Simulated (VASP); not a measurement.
# C (P6_3/mmc) in VASP: further runs, part 2 of 2

VASP 6.6.1. Earlier steps stand in the parts before.

### 5 Relaxation of cell and atoms, revPBE+D4

The COD entry that gives the cell may itself be a prediction, so a difference from it is no test against experiment.

INCAR

```
SYSTEM = C
PREC     = Accurate       ! precision mode
ENCUT    = 600            ! plane-wave cutoff, eV
EDIFF    = 1E-6           ! SCF threshold, eV
ISMEAR   = -1             ! smearing method
SIGMA    = 0.05           ! smearing width, eV
LREAL    = .False.        ! projectors in reciprocal space
LASPH    = .True.         ! aspherical terms in the spheres
NELM     = 100            ! most SCF steps
ALGO     = Normal         ! electronic algorithm
ISIF     = 3              ! what is computed and relaxed
LWAVE    = .False.        ! write WAVECAR
LCHARG   = .False.        ! write CHGCAR
GGA      = RE             ! functional
IVDW     = 13             ! dispersion correction
IBRION   = 2              ! ionic algorithm
NSW      = 40             ! ionic steps
EDIFFG   = -0.02          ! ionic threshold
```

KPOINTS

```
Automatic mesh
0
Gamma
  12 12 4
  0 0 0
```

POSCAR

```
C
1.0
    2.5221000000      0.0000000000      0.0000000000
   -1.2610500000      2.1842026709      0.0000000000
    0.0000000000      0.0000000000      8.2371000000
C
8
Direct
    0.6666666667      0.3333333333      0.8437500000
    0.3333333333      0.6666666667      0.3437500000
    0.6666666667      0.3333333333      0.6562500000
    0.3333333333      0.6666666667      0.1562500000
    0.0000000000      0.0000000000      0.9062500000
    0.0000000000      0.0000000000      0.4062500000
    0.0000000000      0.0000000000      0.5937500000
    0.0000000000      0.0000000000      0.0937500000
```

Potentials or basis: VASP PAW PBE potentials, release 64 (C).

The run is started by

```console
$ cat potpaw_PBE.64/C/POTCAR > POTCAR
$ mpirun -np 1 vasp_std > vasp.out
```

OUTCAR:

```text
SYSTEM = C
   PREC = Accurate
   ENCUT = 600
   EDIFF = 1E-6
   ISMEAR = -1
   LREAL = .False.
   LASPH = .True.
   NELM = 100
   ISIF = 3
   GGA = RE
   IVDW = 13
   IBRION = 2
   NSW = 40
   EDIFFG = -0.02

 ion  position               nearest neighbor table
   1  0.667  0.333  0.844-   3 1.54   5 1.54   5 1.54   5 1.54
   2  0.333  0.667  0.344-   4 1.54   6 1.54   6 1.54   6 1.54
   3  0.667  0.333  0.656-   1 1.54   7 1.54   7 1.54   7 1.54
   4  0.333  0.667  0.156-   2 1.54   8 1.54   8 1.54   8 1.54
   5  0.000  0.000  0.906-   8 1.54   1 1.54   1 1.54   1 1.54
   6  0.000  0.000  0.406-   7 1.54   2 1.54   2 1.54   2 1.54
   7  0.000  0.000  0.594-   6 1.54   3 1.54   3 1.54   3 1.54
   8  0.000  0.000  0.094-   5 1.54   4 1.54   4 1.54   4 1.54

  LATTYP: Found a hexagonal cell.
 ALAT       =     2.5221000000
 C/A-ratio  =     3.2659688355

  Lattice vectors:

 A1 = (   2.5221000000,   0.0000000000,   0.0000000000)
 A2 = (  -1.2610500000,   2.1842026709,   0.0000000000)
 A3 = (   0.0000000000,   0.0000000000,   8.2371000000)

Analysis of symmetry for initial positions (statically):
=====================================================================
 Subroutine PRICEL returns:
 Original cell was already a primitive cell.

 Routine SETGRP: Setting up the symmetry group for a
 hexagonal supercell.

 Subroutine GETGRP returns: Found 24 space group operations
 (whereof 12 operations were pure point group operations)
 out of a pool of 24 trial point group operations.

The static configuration has the point symmetry D_3d.
 The point group associated with its full space group is D_6h.

Analysis of symmetry for dynamics (positions and initial velocities):
=====================================================================
 Subroutine PRICEL returns:
 Original cell was already a primitive cell.

 Routine SETGRP: Setting up the symmetry group for a
 hexagonal supercell.

 Subroutine GETGRP returns: Found 24 space group operations
 (whereof 12 operations were pure point group operations)
 out of a pool of 24 trial point group operations.

The dynamic configuration has the point symmetry D_3d.
 The point group associated with its full space group is D_6h.

 Subroutine INISYM returns: Found 24 space group operations
[... 115 lines left out ...]
   ISIF   =      3    stress and relaxation
   ISYM   =      2    0-nonsym 1-usesym 2-fastsym
   POTIM  = 0.5000    time-step for ionic-motion
   TEBEG  =    0.0;   TEEND  =   0.0 temperature during run
   PSTRESS=    0.0 pullay stress
   NELECT =      32.0000    total number of electrons
   NUPDOWN=      -1.0000    fix difference up-down
   EMIN   =  10.00;   EMAX   =-10.00  energy-range for DOS
   EFERMI =   0.00;   METHOD = LEGACY
   ISMEAR =    -1;   SIGMA  =   0.05  broadening in eV -4-tet -1-fermi 0-gaus
   EFERMI_NEDOS =   21; number of points for ismear=-14 and -15
   IALGO  =     38    algorithm
   IMIX   =      4    mixing-type and parameters
     AMIX     =   0.40;   BMIX     =  1.00
     AMIX_MAG =   1.60;   BMIX_MAG =  1.00
  volume/ion in A,a.u.               =       5.67        38.28
  Fermi-wavevector in a.u.,A,eV,Ry     =   1.457186  2.753682 28.890486  2.123391
  Thomas-Fermi vector in A             =   2.574017
   LORBIT       =      0    0 simple, 1 ext, 2 COOP (PROOUT), +10 PAW based schemes
   GGA     = RE    functional components
   LHFCALC =     F    Hartree Fock is set to
   AEXX    =    0.0000 exact exchange contribution
   IVDW    =    13    specifies the selected vdW correction
   LEPSILON=     F    determine dielectric tensor
   LRPA    =     F    only Hartree local field effects (RPA)
 conjugate gradient relaxation of ions
 non-spin polarized calculation
  energy-cutoff  :      600.00
  volume of cell :       45.38
 maximum number of plane-waves:      1534
   NGX = 11   NGY = 11   NGZ = 33

--------------------------------------- Ionic step        1  -------------------------------------------

 number of electron      31.9999998 magnetization

 Free energy of the ion-electron system (eV)
  ---------------------------------------------------
  ext. energy  EPLUGINS =         0.00000000
  ---------------------------------------------------
  free energy    TOTEN  =       -69.43389087 eV

  energy without entropy =      -69.43389087  energy(sigma->0) =      -69.43389087

------------------------ aborting loop because EDIFF is reached ----------------------------------------

  DFT-D4 for vdW energy calculation

  Edisp (eV):   -3.99149
[... 221 lines left out ...]
--------------------------------------- Ionic step        6  -------------------------------------------

 number of electron      31.9999999 magnetization

 Free energy of the ion-electron system (eV)
  ---------------------------------------------------
  ext. energy  EPLUGINS =         0.00000000
  ---------------------------------------------------
  free energy    TOTEN  =       -69.41171229 eV

  energy without entropy =      -69.41171229  energy(sigma->0) =      -69.41171229

 E-fermi :  11.1517     XC(G=0): -13.2640

 val. band max:       10.1734717401   @ k =   0.0000   0.0000   0.0000
 cond. band min:      14.7429334050   @ k =   0.4167   0.0000   0.0000
 fundamental gap:      4.5694616649
 Fermi energy:        11.1517234897

 k-point     1 :       0.0000    0.0000    0.0000
  band No.  band energies     occupation
      1     -11.7169      2.00000
      2     -10.0558      2.00000
      3      -9.9534      2.00000
      4      -5.9743      2.00000
      5      -3.5425      2.00000
      6       3.2152      2.00000
[... 565 lines left out ...]
     20      17.7183      0.00000
     21      18.3089      0.00000

 [... further k-points ...]

------------------------ aborting loop because EDIFF is reached ----------------------------------------

  DFT-D4 for vdW energy calculation

  Edisp (eV):   -4.04546
[... 31 lines left out ...]
  FREE ENERGIE OF THE ION-ELECTRON SYSTEM (eV)
  ---------------------------------------------------
  free  energy   TOTEN  =       -73.4571679993 eV

  energy  without entropy=      -73.4571679992  energy(sigma->0) =      -73.45716800

 reached required accuracy - stopping structural energy minimisation
```

OSZICAR:

```text
N       E                     dE             d eps       ncg     rms          rms(c)
DAV:   1     0.101703113872E+03    0.10170E+03   -0.18731E+04  2394   0.166E+03
DAV:   2    -0.661522773021E+02   -0.16786E+03   -0.15715E+03  3324   0.275E+02
DAV:   3    -0.716720741877E+02   -0.55198E+01   -0.54803E+01  2980   0.492E+01
[... 42 lines left out ...]
       N       E                     dE             d eps       ncg     rms          rms(c)
DAV:   1    -0.694117205425E+02   -0.31582E-02   -0.23340E-02  2489   0.114E+00    0.409E-02
DAV:   2    -0.694117244680E+02   -0.39256E-05   -0.47699E-04  2966   0.167E-01    0.267E-02
DAV:   3    -0.694117131738E+02    0.11294E-04   -0.38818E-05  3043   0.477E-02    0.875E-03
DAV:   4    -0.694117122885E+02    0.88538E-06   -0.88571E-06  2968   0.203E-02
   6 F= -.73457168E+02 E0= -.73457168E+02  d E =-.248114E-03
```

CONTCAR:

```text
C
   1.00000000000000
     2.5015560291474523    0.0000000000000000    0.0000000000000000
    -1.2507780145737262    2.1664110702467139   -0.0000000000000000
     0.0000000000000000   -0.0000000000000000    8.2512247711630646
  C
     8
Direct
     0.6666666667000030    0.3333333332999970    0.8444247867493311
     0.3333333332999970    0.6666666667000030    0.3444247867493311
     0.6666666667000030    0.3333333332999970    0.6555752132506689
     0.3333333332999970    0.6666666667000030    0.1555752132506689
     1.0000000000000000    0.0000000000000000    0.9070537968754194
     1.0000000000000000    0.0000000000000000    0.4070537968754195
     0.0000000000000000    1.0000000000000000    0.5929462031245806
     0.0000000000000000    1.0000000000000000    0.0929462031245805

  0.00000000E+00  0.00000000E+00  0.00000000E+00
  0.00000000E+00  0.00000000E+00  0.00000000E+00
  0.00000000E+00  0.00000000E+00  0.00000000E+00
  0.00000000E+00  0.00000000E+00  0.00000000E+00
  0.00000000E+00  0.00000000E+00  0.00000000E+00
  0.00000000E+00  0.00000000E+00  0.00000000E+00
  0.00000000E+00  0.00000000E+00  0.00000000E+00
  0.00000000E+00  0.00000000E+00  0.00000000E+00
```

Wall time 5.6 min (1 thread of AMD EPYC 7R43 (Zen 3), shared host); peak memory 0.15 GiB.

Results:

```
Free energy                            : -73.4572 eV
Relaxed volume                         : 5.59 Å³/atom
Relaxed cell                           : a = 2.502 Å, b = 2.502 Å, c = 8.251 Å, α = 90.00°, β = 90.00°, γ = 120.00°
Space group after relaxing (to 0.05 Å) : P6_3/mmc (No. 194)
Energy gained by relaxing              : 4.0 meV/atom
Ionic steps                            : 6
Pressure after relaxing                : 0.1 GPa
Largest force after relaxing           : 0.015 eV/Å
Band gap on the k mesh                 : 4.57 eV, indirect (least direct gap 5.33 eV)
Dispersion energy per atom             : -0.506 eV
```

Forces on the atoms (eV/Å):
```
C    0.000  0.000 -0.001
C    0.000  0.000 -0.001
C    0.000  0.000  0.001
C    0.000  0.000  0.001
C    0.000  0.000 -0.015
C    0.000  0.000 -0.015
C    0.000  0.000  0.015
C    0.000  0.000  0.015
```

Step by step:
| step | energy change (eV) | largest force (eV/Å) | pressure (GPa) | volume (Å³) |
| --- | --- | --- | --- | --- |
| 1 | 0.0000 | 0.3278 | -6.17 | 45.38 |
| 2 | 0.0240 | 0.5406 | 8.45 | 43.95 |
| 3 | -0.0315 | 0.0632 | -0.29 | 44.76 |
| 4 | -0.0315 | 0.0709 | -0.17 | 44.75 |
| 5 | -0.0315 | 0.0776 | 0.46 | 44.68 |
| 6 | -0.0318 | 0.0146 | 0.14 | 44.72 |

Final structure:
```cif
data_structure
_symmetry_space_group_name_H-M 'P 1'
_symmetry_Int_Tables_number 1
_cell_length_a 2.5016
_cell_length_b 2.5016
_cell_length_c 8.2512
_cell_angle_alpha 90.000
_cell_angle_beta 90.000
_cell_angle_gamma 120.000
_cell_volume 44.72
loop_
_atom_site_label
_atom_site_type_symbol
_atom_site_fract_x
_atom_site_fract_y
_atom_site_fract_z
_atom_site_occupancy
C1 C 0.66667 0.33333 0.84442 1
C2 C 0.33333 0.66667 0.34442 1
C3 C 0.66667 0.33333 0.65558 1
C4 C 0.33333 0.66667 0.15558 1
C5 C 0.00000 0.00000 0.90705 1
C6 C 0.00000 0.00000 0.40705 1
C7 C 0.00000 0.00000 0.59295 1
C8 C 0.00000 0.00000 0.09295 1
```

Caveat: the PAW data sets were made with another functional, which shifts forces and pressure a little. A k mesh can miss the band edges.

### 6 Relaxation of cell and atoms, r2SCAN

INCAR

```
SYSTEM = C
PREC     = Accurate       ! precision mode
ENCUT    = 600            ! plane-wave cutoff, eV
EDIFF    = 1E-6           ! SCF threshold, eV
ISMEAR   = 0              ! smearing method
SIGMA    = 0.02           ! smearing width, eV
LREAL    = .False.        ! projectors in reciprocal space
LASPH    = .True.         ! aspherical terms in the spheres
NELM     = 60             ! most SCF steps
ALGO     = Normal         ! electronic algorithm
ISIF     = 3              ! what is computed and relaxed
LWAVE    = .False.        ! write WAVECAR
LCHARG   = .False.        ! write CHGCAR
METAGGA  = R2SCAN         ! meta-GGA
LMIXTAU  = .True.       
IBRION   = 2              ! ionic algorithm
NSW      = 40             ! ionic steps
EDIFFG   = -0.005         ! ionic threshold
KPAR     = 4
```

KPOINTS

```
regular mesh
0
Gamma
  10 10 4
  0 0 0
```

POSCAR is that of step 5.

Potentials or basis: VASP PAW PBE potentials, release 64 (C).

The run is started by

```console
$ cat potpaw_PBE.64/C/POTCAR > POTCAR
$ mpirun -np 4 vasp_std > vasp.out
```

Wall time 4.1 min (4 MPI ranks of AMD EPYC 7R13 (Zen 3), shared host); peak memory 0.17 GiB.

Results (log left out):

```
Free energy                            : -78.5735 eV
Relaxed volume                         : 5.65 Å³/atom
Relaxed cell                           : a = 2.510 Å, b = 2.510 Å, c = 8.282 Å, α = 90.00°, β = 90.00°, γ = 120.00°
Space group after relaxing (to 0.05 Å) : P6_3/mmc (No. 194)
Energy gained by relaxing              : 2.8 meV/atom
Ionic steps                            : 8
Pressure after relaxing                : 0.0 GPa
Band gap on the k mesh                 : 4.77 eV, indirect (least direct gap 5.54 eV)
```

Forces on the atoms (eV/Å):
```
C    0.000  0.000  0.003
C    0.000  0.000  0.003
C    0.000  0.000 -0.003
C    0.000  0.000 -0.003
C    0.000  0.000 -0.001
C    0.000  0.000 -0.001
C    0.000  0.000  0.001
C    0.000  0.000  0.001
```

The path:
| step | energy change (eV) | largest force (eV/Å) | pressure (GPa) | volume (Å³) |
| --- | --- | --- | --- | --- |
| 1 | 0.0000 | 0.3603 | -1.56 | 45.38 |
| 2 | 0.0188 | 0.5769 | 2.30 | 45.01 |
| 3 | -0.0219 | 0.0393 | -0.18 | 45.22 |
| 4 | -0.0219 | 0.0308 | -0.21 | 45.23 |
| 5 | -0.0219 | 0.0498 | 0.18 | 45.19 |
| 6 | -0.0221 | 0.0102 | -0.01 | 45.21 |
| 7 | -0.0221 | 0.0155 | 0.01 | 45.20 |
| 8 | -0.0221 | 0.0028 | 0.00 | 45.20 |

Final structure:
```xyz
8
Lattice="2.5105 0.0000 0.0000 -1.2552 2.1741 0.0000 0.0000 0.0000 8.2821" Properties=species:S:1:pos:R:3 pbc="T T T"
C     1.2552    0.7247    6.9941
C     0.0000    1.4494    2.8531
C     1.2552    0.7247    5.4290
C     0.0000    1.4494    1.2880
C     1.2552    2.1741    7.5124
C     2.5105    0.0000    3.3713
C     0.0000    0.0000    4.9108
C     0.0000    0.0000    0.7697
```

Levels at points of the mesh, in eV from the valence-band top:
| k point | band 14 | band 15 | band 16 | band 17 | band 18 | band 19 |
| --- | --- | --- | --- | --- | --- | --- |
| (0.00, 0.00, 0.00) | -0.24 | 0.00 | 0.00 | 5.54 | 5.54 | 5.72 |
| (0.50, 0.00, 0.00) | -4.99 | -3.90 | -3.16 | 4.85 | 5.84 | 6.31 |
| (0.00, 0.00, 0.50) | -0.70 | -0.70 | -0.70 | 6.37 | 6.37 | 6.37 |
| (0.50, 0.00, 0.50) | -5.02 | -3.90 | -3.90 | 5.21 | 5.21 | 7.37 |

Caveat: the PAW data sets were made with another functional, which shifts forces and pressure a little. A k mesh can miss the band edges.

### 7 The runs side by side

```tsv
level	k mesh	smearing	ladder	gap on the mesh (eV)	pressure (GPa)	relaxed volume (Å³/atom)
RPBE+D4	12 × 12 × 4	fermi-dirac 0.05 eV	-	4.57	0.0	5.59
revPBE+D3	12 × 12 × 4	fermi-dirac 0.05 eV	-	4.52	0.0	5.70
revPBE+D3(BJ)	12 × 12 × 4	fermi-dirac 0.05 eV	-	4.56	0.0	5.61
revPBE+D4	12 × 12 × 4	fermi-dirac 0.05 eV	-	4.57	0.1	5.59
r2SCAN	10 × 10 × 4	gaussian 0.02 eV	gaps	4.77	0.0	5.65
```

Alike in all rows: task relaxation of cell and atoms; potentials or basis VASP PAW PBE potentials, release 64 (C); no spin polarisation; cell relaxed; cutoff (eV) 600.

Caveats: the PAW data sets were made with another functional, which shifts forces and pressure a little.

Total energies depend on the potentials used, so only differences within one code and one set of settings carry meaning.
